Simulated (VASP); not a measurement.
SiC: relaxation of cell and atoms with PBEsol

SiC:

```
Si C
1.0
     3.09500    0.00000    0.00000
    -1.54750    2.68035    0.00000
     0.00000    0.00000   15.17000
Si C
6 6
Direct
  0.00000 0.00000 0.12500
  0.00000 0.00000 0.62500
  0.33333 0.66667 0.29170
  0.66667 0.33333 0.79170
  0.33333 0.66667 0.95830
  0.66667 0.33333 0.45830
  0.00000 0.00000 0.00000
  0.00000 0.00000 0.50000
  0.33333 0.66667 0.16670
  0.66667 0.33333 0.66670
  0.33333 0.66667 0.83330
  0.66667 0.33333 0.33330
```

```json
{
 "Program": "VASP 6.6.1",
 "Task": "relaxation of cell and atoms",
 "Functional": "PBEsol",
 "Potentials or basis": "VASP PAW PBE potentials, release 64 (Si, C)",
 "Cutoff": "600 eV",
 "k mesh": "12 × 12 × 2",
 "Occupations": "gaussian, width 0.03 eV",
 "Spin": "no spin polarisation",
 "Further INCAR settings": "ALGO = Normal; EDIFF = 1e-06; IBRION = 2; EDIFFG = -0.01; NSW = 90; ISIF = 3"
}
```

The relaxed volume is 10.34 Å³/atom. The relaxed cell is a = 3.080 Å, b = 3.080 Å, c = 15.112 Å, α = 90.00°, β = 90.00°, γ = 120.00°. The space group after relaxing (to 0.05 Å) is P6_3mc (No. 186), the energy gained by relaxing is 1.4 meV/atom and the ionic steps are 7. The pressure after relaxing is 0.0 GPa and the band gap on the k mesh is 1.91 eV, indirect (least direct gap 3.02 eV).

Step by step:
| step | energy change (eV) | largest force (eV/Å) | pressure (GPa) | volume (Å³) |
| --- | --- | --- | --- | --- |
| 1 | 0.0000 | 0.1430 | -2.94 | 125.85 |
| 2 | 0.0019 | 0.1145 | 3.26 | 122.37 |
| 3 | -0.0168 | 0.0260 | 0.00 | 124.14 |
| 4 | -0.0170 | 0.0142 | 0.02 | 124.13 |
| 5 | -0.0170 | 0.0149 | 0.02 | 124.13 |
| 6 | -0.0170 | 0.0101 | -0.01 | 124.14 |
| 7 | -0.0170 | 0.0008 | 0.00 | 124.14 |

Final structure:
```yaml
crystal:
  lattice:
    - [3.07983, 0.00000, 0.00000]
    - [-1.53992, 2.66722, 0.00000]
    - [0.00000, 0.00000, 15.11167]
  atoms:
    - { symbol: Si, position: [0.00000, 0.00000, 0.12504] }
    - { symbol: Si, position: [0.00000, 0.00000, 0.62504] }
    - { symbol: Si, position: [0.33333, 0.66667, 0.29182] }
    - { symbol: Si, position: [0.66667, 0.33333, 0.79182] }
    - { symbol: Si, position: [0.33333, 0.66667, 0.95831] }
    - { symbol: Si, position: [0.66667, 0.33333, 0.45831] }
    - { symbol: C, position: [0.00000, 0.00000, 0.99969] }
    - { symbol: C, position: [0.00000, 0.00000, 0.49969] }
    - { symbol: C, position: [0.33333, 0.66667, 0.16683] }
    - { symbol: C, position: [0.66667, 0.33333, 0.66683] }
    - { symbol: C, position: [0.33333, 0.66667, 0.83332] }
    - { symbol: C, position: [0.66667, 0.33333, 0.33332] }
```

Levels at points of the mesh, in eV from the valence-band top:
| k point | band 21 | band 22 | band 23 | band 24 | band 25 | band 26 | band 27 | band 28 |
| --- | --- | --- | --- | --- | --- | --- | --- | --- |
| (0.00, 0.00, 0.00) | -0.30 | -0.04 | 0.00 | 0.00 | 5.12 | 5.29 | 5.70 | 6.21 |
| (0.50, 0.00, 0.00) | -1.82 | -1.80 | -1.68 | -1.10 | 1.91 | 2.10 | 3.10 | 3.79 |
| (0.00, 0.00, 0.50) | -0.10 | -0.10 | -0.10 | -0.10 | 5.18 | 5.18 | 5.93 | 5.93 |
| (0.50, 0.00, 0.50) | -1.73 | -1.73 | -1.31 | -1.31 | 1.95 | 1.95 | 3.32 | 3.32 |

It took 110 s on 4 MPI ranks on Intel(R) Xeon(R) 6975P-C (Granite Rapids), with other jobs on the host, peak memory 0.38 GiB a rank.

Caveat: the PAW data sets were made with another functional, which shifts forces and pressure a little. PBEsol gaps usually lie below the measured ones, often by a third to a half.
